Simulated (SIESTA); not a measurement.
HfO2 under changes of volume

One of the cells (10.955 Å³/atom); the others are scaled copies at fixed shape and fractional positions:

```
CELL_PARAMETERS angstrom
5.21946 0.00000 0.00000
0.00000 5.00476 0.00000
0.00000 0.00000 5.03269
ATOMIC_POSITIONS crystal
Hf 0.96699 0.73252 0.74144
Hf 0.53301 0.73252 0.24144
Hf 0.46699 0.26748 0.74144
Hf 0.03301 0.26748 0.24144
O 0.63213 0.92865 0.87927
O 0.86787 0.92865 0.37927
O 0.23395 0.53988 0.49229
O 0.26605 0.53988 0.99229
O 0.76605 0.46012 0.99229
O 0.73395 0.46012 0.49229
O 0.13213 0.07135 0.87927
O 0.36787 0.07135 0.37927
```

Measurements of this composition are mostly on another form, of space group No. 14.

| Property | Result |
| --- | --- |
| Program | SIESTA 5.4.2 |
| Functional | RPBE |
| Potentials or basis | PseudoDojo 0.4 standard (PBE files) |
| Basis | DZP (energy shift 0.002 Ry) |
| Grid cutoff | 800 Ry |
| Energy shift | 0.002 Ry |
| k mesh | 4 × 4 × 4 |
| Occupations | fermi-dirac, width 0.05 eV |
| Spin | no spin polarisation |

```csv
volume (Å³/atom),energy over the lowest point (meV/atom),pressure (GPa),gap on the mesh (eV),largest force (eV/Å)
10.298,?,?,?,?
10.517,92.87,29.0,4.52,0.363
10.736,58.00,22.1,4.44,0.270
10.955,32.12,15.9,4.37,0.183
11.175,14.35,10.2,4.30,0.139
11.394,3.88,5.2,4.22,0.133
11.613,0.00,0.6,4.15,0.165
```

Q: What does the run at 10.298 Å³/atom give?

A: Energy over the lowest point 137.71 meV/atom; pressure 36.7 GPa; gap on the mesh 4.59 eV; largest force 0.465 eV/Å.

Worked out: A Birch-Murnaghan fit of order 3 (a polynomial in V^(-2/3)) to the other rows has its minimum at 11.65 Å³/atom, just outside them, with B0 = V·E''(V) = 225 GPa and B' = 4.6 at fixed shape and positions, which overstates the stiffness. It gives 137.82 meV/atom at 10.298 Å³/atom, against the run's 137.71, and -dE/dV = 36.8 GPa, against 36.7. A straight line through the other rows of the gap, of slope -3.72 eV per unit of ln V, extrapolates to 4.60 eV, against the run's 4.59.

Energies are extrapolated to zero smearing.

Caveats: semicore shells carry a single zeta, which can move pressures by several GPa and volumes by a few percent; the potentials were made for another functional, which shifts forces and pressure; spin-orbit coupling is left out, which moves the levels of the heavy elements; the basis of atomic orbitals isn't converged, which shifts pressures, moduli and gaps.

A mesh can miss the band edges.
